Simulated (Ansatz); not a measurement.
The calculation used DFT PBE, scalar-relativistic, plane waves, PAW in Ansatz. Settings: cutoff 420 eV, Γ-centred meshes spaced at most about 0.3 Å⁻¹, and about 0.25 Å⁻¹ or finer for metals (2π included), Gaussian smearing. No spin polarisation.

Temperature and zero-point effects are left out.

Compare these two cells of BP2, each relaxed at this level.

1.

Space group P-3m1 (No. 164). a = 3.281 Å, b = 3.281 Å, c = 9.493 Å, α = 90.00°, β = 90.00°, γ = 120.00°
```csv
atom,site,symmetry,x,y,z
B,2d,3m.,0.6667,0.3333,0.7302
P,2d,3m.,0.6667,0.3333,0.9391
P,2c,3m.,0.0000,0.0000,0.6699
```

2.

Space group P-1 (No. 2). a = 3.274 Å, b = 5.009 Å, c = 5.500 Å, α = 74.83°, β = 89.28°, γ = 74.46°
| atom | site | symmetry | x | y | z |
| --- | --- | --- | --- | --- | --- |
| B | 2i | 1 | 0.4836 | 0.0531 | 0.8355 |
| P | 2i | 1 | 0.5077 | 0.4563 | 0.7047 |
| P | 2i | 1 | 0.0488 | 0.9097 | 0.7059 |

Question: Which is lower in energy, and by how much?

Answer: Cell 1 is lower, by 24 meV/atom. Cell 1 has space group P-3m1 (No. 164), 14.7 Å³/atom and no gap on its mesh; cell 2 has space group P-1 (No. 2), 14.0 Å³/atom and no gap. Counting P atoms around B (those within 1.25 times the shortest such distance or 1.15 times the sum of covalent radii), cell 1 has B 4 and cell 2 has B 3. Cell 1 holds P–P nets (shortest 2.22 Å); cell 2 holds B–B pairs (shortest 1.74 Å) and P–P chains (shortest 2.18 Å). Even the lower one lies +0.04 eV/atom against the reference forms of the elements (uncorrected), so neither is stable at this level. In cell 1, B has 4 P at 1.98 Å; around P on its first site lie 1 B at 1.98 Å and 3 P at 2.22 Å; around P on its second site lie 3 B at 1.98 Å. In cell 2, B is surrounded by 1 B at 1.74 Å and 3 P at 1.97–1.99 Å; P on its first site is surrounded by 1 B at 1.98 Å, 1 P at 2.18 Å and 1 P at 2.37 Å; P on its second site is surrounded by 2 B at 1.97–1.99 Å, 1 P at 2.20 Å and 1 P at 2.37 Å. Both come from invented guesses. The lowest form computed isn't among them: it has space group P3m1 (No. 156), 13.6 Å³/atom and lies 153 meV/atom below the best shown.

For metals, differences of a few meV/atom aren't resolved. No dispersion correction is applied, so the spacing and binding between layers, chains or molecules are poorly described (P-3m1), and this can change margins and order among such cells. Cells relaxed within their symmetry can be saddle points. Some candidate types were left out of the draw beforehand, so a known form may be missing.
